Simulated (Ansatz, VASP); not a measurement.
**Sb in VASP and in Ansatz**

The input POSCAR:

```
Sb
1.0
    3.1600000000      0.0000000000      0.0000000000
    0.0000000000      3.1600000000      0.0000000000
    0.0000000000      0.0000000000      3.0020000000
Sb
1
Direct
    0.0000000000      0.0000000000      0.0000000000
```

INCAR.step1

```
ALGO     = Normal         # electronic algorithm
EDIFF    = 1E-4           # SCF threshold, eV
ENCUT    = 520            # plane-wave cutoff, eV
GGA      = PE             # functional
ISMEAR   = 0              # smearing method
LASPH    = T              # aspherical terms in the spheres
LCHARG   = F              # write CHGCAR
LREAL    = F              # projectors in reciprocal space
LWAVE    = T              # write WAVECAR
NBANDS   = 8              # bands
NELM     = 100            # most SCF steps
PREC     = Accurate       # precision mode
SIGMA    = 0.15           # smearing width, eV
```

Contents of INCAR.step2:

```
ALGO     = Normal         # electronic algorithm
EDIFF    = 1E-7           # SCF threshold, eV
ENCUT    = 520            # plane-wave cutoff, eV
ISIF     = 2              # what is computed and relaxed
ISMEAR   = 0              # smearing method
ISTART   = 1            
LASPH    = T              # aspherical terms in the spheres
LCHARG   = T              # write CHGCAR
LELF     = T              # ELF
LMIXTAU  = T            
LREAL    = F              # projectors in reciprocal space
LVHAR    = T            
LWAVE    = F              # write WAVECAR
METAGGA  = R2SCAN         # meta-GGA
NBANDS   = 8              # bands
NELM     = 100            # most SCF steps
PREC     = Accurate       # precision mode
SIGMA    = 0.15           # smearing width, eV
```

KPOINTS

```
k-points
0
Gamma
  16 16 16
```

Input for Ansatz:

```yaml
crystal:
  lattice:
    - [3.16, 0.0, 0.0]
    - [0.0, 3.16, 0.0]
    - [0.0, 0.0, 3.002]
  atoms:
    - { symbol: Sb, position: [0.0, 0.0, 0.0] }
basis:
  ecutwfc: 500
kpoints:
  mp_grid: { grid: [16, 16, 16] }
hamiltonian:
  xc: r2scan
scf:
  occupations: { method: gaussian, width: 0.15 }
output:
  forces: true
  stress: true
  eigenvalues: true
```

Change from the starting cell: strain +0.000 along x and y, -0.050 along z, atoms carried along.

Alike in both runs: task single point; functional r2SCAN; k mesh 16 × 16 × 16; occupations gaussian, width 0.15 eV; no spin polarisation.

|  | VASP | Ansatz |
| --- | --- | --- |
| version | VASP 6.6.1 | Ansatz 0.2.0 |
| potentials or method | VASP PAW PBE potentials, release 64 (Sb) | scalar-relativistic, plane waves, PAW |
| plane-wave cutoff (eV) | 520 | 500 |
| valence electrons in the cell | 5 | 15 |

|  | VASP | Ansatz | Ansatz less VASP |
| --- | --- | --- | --- |
| gap on the k mesh at the Fermi level (eV) | none | none | - |
| pressure (GPa) | -0.8 | -0.9 | -0.02 |
| largest component of the traceless stress (GPa) | 3.59 | 3.56 | -0.032 |

A gap of «none» marks a metal or a gap that the smearing closes. With one functional, cell and mesh, what is left measures potentials, basis and numerics. The two sets of potentials don't hold the same shells in valence.

Caveats: the PAW data sets were made with another functional, which shifts forces and pressure a little (VASP). The runs have no spin-orbit coupling, so splittings on Sb are missing.
